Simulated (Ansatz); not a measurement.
# C3H6O: the cost of one run

Computed with the Python package of Ansatz 0.2.0. The levels of theory stand in the script.

## 1. The system

Bond lengths: C1–C2 1.505 Å, C2–O3 1.230 Å, C2–C4 1.505 Å, C1–H5 1.093 Å, C1–H6 1.094 Å, C1–H7 1.093 Å, C4–H8 1.093 Å, C4–H9 1.093 Å, C4–H10 1.093 Å. Angles (14 of 15 angles, heavy atoms first): C1–C2–O3 121.6°, C1–C2–C4 116.7°, O3–C2–C4 121.6°, C2–C1–H5 109.6°, C2–C1–H6 109.7°, C2–C1–H7 109.6°, C2–C4–H8 109.7°, C2–C4–H9 109.6°, C2–C4–H10 109.6°, H5–C1–H6 108.9°, H5–C1–H7 110.2°, H6–C1–H7 108.9°, H8–C4–H9 108.9°, H8–C4–H10 108.9°.

c3h6o.xyz, read by the script:

```xyz
10

C     1.28190   -0.14040   -0.08200
C    -0.05300   -0.09720    0.61130
O    -0.15800   -0.28970    1.82160
C    -1.25320    0.19300   -0.24880
H     1.27500   -0.92640   -0.84110
H     2.06850   -0.35840    0.64570
H     1.48630    0.82870   -0.54370
H    -2.15640    0.19730    0.36760
H    -1.35120   -0.58090   -1.01400
H    -1.13990    1.17410   -0.71660
```

## 2. Script

Input file methods.py:

```python
from pathlib import Path

import ansatz as az
import numpy as np


def main() -> None:
    system = az.Crystal.molecule_from_extxyz('c3h6o.xyz')

    setup = system.calculation().basis(gaussian='cc-pVDZ')

    print('functional    E (Ha)        dipole (D)   HOMO (eV)  LUMO (eV)')
    for name in ['pbe', 'r2scan0', 'hf', 'lc_wpbe']:
        report = setup.functional(name).forces().orbitals().run(threads=1, runs_dir='runs').report
        lines = Path(report['orbitals_path']).read_text().splitlines()
        field_of = lambda key: [line.split('=')[1].strip() for line in lines if line.startswith(key)]
        orbitals = [(27.211386 * float(e), s, float(n)) for e, s, n in zip(field_of('Ene='), field_of('Spin='), field_of('Occup='))]
        homo = max(e for e, _, n in orbitals if n > 0.5)
        lumo = min(e for e, _, n in orbitals if n < 0.5)
        dipole = 4.803205 * np.linalg.norm(report['charge_distribution']['dipole_moment_e_ang'])
        print(f'{name:10s} {report["free_energy_ev"] / 27.211386246:14.6f} {dipole:9.3f} {homo:11.3f} {lumo:10.3f}')


if __name__ == '__main__':
    main()
```

## 3. The calls as engine input

The engine receives this input (first run):

```yaml
crystal:
  periodic: [false, false, false]
  atoms:
    - { symbol: C, position_ang: [1.2819, -0.1404, -0.082] }
    - { symbol: C, position_ang: [-0.053, -0.0972, 0.6113] }
    - { symbol: O, position_ang: [-0.158, -0.2897, 1.8216] }
    - { symbol: C, position_ang: [-1.2532, 0.193, -0.2488] }
    - { symbol: H, position_ang: [1.275, -0.9264, -0.8411] }
    - { symbol: H, position_ang: [2.0685, -0.3584, 0.6457] }
    - { symbol: H, position_ang: [1.4863, 0.8287, -0.5437] }
    - { symbol: H, position_ang: [-2.1564, 0.1973, 0.3676] }
    - { symbol: H, position_ang: [-1.3512, -0.5809, -1.014] }
    - { symbol: H, position_ang: [-1.1399, 1.1741, -0.7166] }
basis:
  gaussian:
    orbitals: cc-pVDZ
hamiltonian:
  xc: pbe
output:
  orbitals: {}
  forces: true
```

## 4. Launch

Run with:

```sh
$ python methods.py
```

**Question.** How long does this script take on 1 thread of Intel Xeon Platinum 8375C at 2.90GHz (Ice Lake), shared host, and how much memory does it need?

About 13 s, with a peak of 0.24 GiB.
